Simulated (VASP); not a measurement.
# GaSb: kinetic-energy density

GaSb, F-43m (no. 216), 2 atoms in the cell. PBE; PAW potentials Sb, Ga_d (PBE set).

## Input

INCAR:
```
PREC = Accurate
ENCUT = 520
EDIFF = 1E-7
ISMEAR = 0
SIGMA = 0.02
LREAL = F
LASPH = T
ALGO = Normal
NELM = 100
ISIF = 2
LWAVE = F
LCHARG = T
LTAU = T
```

KPOINTS:
```
k-points
0
Gamma
  6 6 6
```

POSCAR:
```
GaSb
1.0
    0.0000000000      3.0590000000      3.0590000000
    3.0590000000      0.0000000000      3.0590000000
    3.0590000000      3.0590000000      0.0000000000
Sb Ga
1 1
Direct
    0.7500000000      0.7500000000      0.7500000000
    0.0000000000      0.0000000000      0.0000000000
```

Commands:
```
cat potpaw_PBE.64/Sb/POTCAR potpaw_PBE.64/Ga_d/POTCAR > POTCAR
mpirun -np 1 vasp_std > vasp.out
```

## Result

- Kinetic energy of the pseudo orbitals (eV): 147.57

VASP 6.6.1 took 11 s on 1 core (Intel Xeon Platinum 8559C (Emerald Rapids)), a shared host.
